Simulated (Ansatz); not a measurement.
The system is Sb.

```xyz
1
Lattice="0.0000 2.3712 2.3712 2.3712 0.0000 2.3712 2.3712 2.3712 0.0000" Properties=species:S:1:pos:R:3 pbc="T T T"
Sb    0.0000    0.0000    0.0000
```

This isn't the form of Sb at room conditions, which is rhombohedral.

| Property | Result |
| --- | --- |
| Program | Ansatz 0.2.0 |
| Task | single point |
| Functional | PBEsol |
| Potentials or basis | all-electron LAPW, scalar-relativistic |
| Cutoff | 156 eV (chosen from the basis error) |
| Basis error allowed | 0.001 eV/atom |
| k mesh | 10 × 10 × 10 |
| Occupations | fermi-dirac, width 0.05 eV |
| Spin | no spin polarisation |

On this cell: pressure -1.2 GPa; band gap on the k mesh none (metal or under the smearing width).

The same run follows on a disturbed copy (cell strained at random at fixed volume):

```
CELL_PARAMETERS angstrom
-0.01676 2.38071 2.40165
2.36975 0.04435 2.34054
2.40963 2.35947 0.00447
ATOMIC_POSITIONS crystal
Sb 0.99246 0.01309 0.98926
```

What changes?

The energy (extrapolated to zero smearing) moves by -2.1 meV/atom; pressure -1.3 GPa; band gap on the k mesh none (metal or under the smearing width).

Stress tensor (GPa, compression positive):
```
-1.20  0.42  0.20
 0.42 -1.16  0.11
 0.20  0.11 -1.57
```

The energy falls, though the first cell shows no forces: that form is unstable against this distortion, unless noise or another electronic state is at work.
